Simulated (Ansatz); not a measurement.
Input and command of a plane-wave DFT calculation in Ansatz:

```yaml
crystal:
  lattice:
    - [5.9484342412, 0.0, 0.0]
    - [0.0, 5.9484342412, 0.0]
    - [-2.9742171206, -2.9742171206, 2.98003424]
  atoms:
    - { symbol: Ru, position: [0.5, 0.5, 0.5] }
    - { symbol: Ru, position: [0.5, 0.0, 0.5] }
    - { symbol: Ru, position: [0.0, 0.5, 0.5] }
    - { symbol: Ru, position: [0.0, 0.0, 0.5] }
    - { symbol: Al, position: [0.0, 0.0, 0.0] }
    - { symbol: Al, position: [0.0, 0.5, 0.0] }
    - { symbol: Al, position: [0.5, 0.0, 0.0] }
    - { symbol: Al, position: [0.5, 0.5, 0.0] }
basis:
  ecutwfc: 420
kpoints:
  mp_grid: { grid: [10, 10, 10] }
hamiltonian:
  xc: pbesol
scf:
  occupations: { method: gaussian, width: 0.1 }
output:
  forces: true
  stress: true
  eigenvalues: true
relax:
  adjacent_minimum: "off"
  f_tol: 0.015
  max_steps: 60
  cell: { stress_tol: 0.15 }
```

```bash
ansatz run input.yaml --threads 1 --pin off --max-ram 2560MiB --backend cpu --events-out ev --progress --plain --runs-dir out
```

Processor: Intel(R) Xeon(R) Platinum 8259CL CPU @ 2.50GHz (Skylake/Cascade Lake), 1 thread, on a host shared with other jobs.

How long does it run, and how much memory does it take?

About 79 s on 1 thread of Intel(R) Xeon(R) Platinum 8259CL CPU @ 2.50GHz (Skylake/Cascade Lake) (shared host), peak memory 0.69 GiB. It solves 46 bands at 102 k points (the mesh reduced by symmetry) with about 2093 plane waves (on the last cell), in 19 SCF iterations over 3 ionic steps.
